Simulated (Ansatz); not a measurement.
Relaxation of a periodic cell of 17 atoms, Si (host Si, host structure diamond, interstitial Si), to a largest force component of 0.03 eV/Å in at most 60 steps.

Method: DFT PBEsol, scalar-relativistic, plane waves, PAW in Ansatz 0.2.0. Settings: PAW set soft_1, cutoff 420 eV, k mesh 2x2x2, gaussian smearing 0.02 eV, no spin polarisation.

```xyz
17
Lattice="0.0000 5.4300 5.4300 5.4300 0.0000 5.4300 5.4300 5.4300 0.0000" Properties=species:S:1:pos:R:3
Si 0.000 0.000 0.000
Si 1.357 1.357 1.357
Si 2.715 2.715 0.000
Si 4.072 4.072 1.357
Si 2.715 0.000 2.715
Si 4.072 1.357 4.072
Si 5.430 2.715 2.715
Si 6.787 4.072 4.072
Si 0.000 2.715 2.715
Si 1.357 4.072 4.072
Si 2.715 5.430 2.715
Si 4.072 6.787 4.072
Si 2.715 2.715 5.430
Si 4.072 4.072 6.787
Si 5.430 5.430 5.430
Si 6.787 6.787 6.787
Si 3.443 4.718 4.832
```

**Question.** Where does it end, and by what steps?

**Answer.** It converged. Limits of this set-up: coarse k mesh, PAW files made for another functional. After 12 steps the energy has fallen by 1.131 eV; Si7 moved furthest, 0.49 Å.

| step | energy less start (eV) | largest force component (eV/Å) | accepted |
| --- | --- | --- | --- |
| 0 | 0.0000 | 3.185 | yes |
| 1 | -0.7938 | 1.337 | yes |
| 2 | -1.0750 | 0.132 | yes |
| 3 | -1.0834 | 0.110 | yes |
| 4 | -1.0879 | 0.083 | yes |
| 5 | -1.0970 | 0.131 | yes |
| 6 | -1.1070 | 0.072 | yes |
| 7 | -1.1078 | 0.142 | yes |
| 8 | -1.1174 | 0.131 | yes |
| 9 | -1.1276 | 0.080 | yes |
| 10 | -1.0153 | 0.604 | no |
| 11 | -1.1310 | 0.042 | yes |
| 12 | -1.1313 | 0.020 | yes |

```xyz
17
Lattice="0.0000 5.4300 5.4300 5.4300 0.0000 5.4300 5.4300 5.4300 0.0000" Properties=species:S:1:pos:R:3
Si 0.033 -0.041 -0.036
Si 1.452 1.264 1.268
Si 2.758 2.683 -0.036
Si 4.014 4.132 1.290
Si 2.757 -0.041 2.688
Si 4.010 1.286 4.141
Si 5.148 2.998 3.004
Si 6.861 4.135 4.140
Si 0.104 2.611 2.619
Si 1.351 4.022 4.031
Si 2.594 5.549 2.520
Si 4.123 6.795 4.031
Si 2.595 2.518 5.561
Si 4.122 4.023 6.803
Si 5.631 5.549 5.562
Si 6.529 7.047 7.056
Si 3.661 4.488 4.490
```

The run took 64 s on 1 thread of Arm Neoverse V1, on a shared host, peak memory 0.5 GiB.
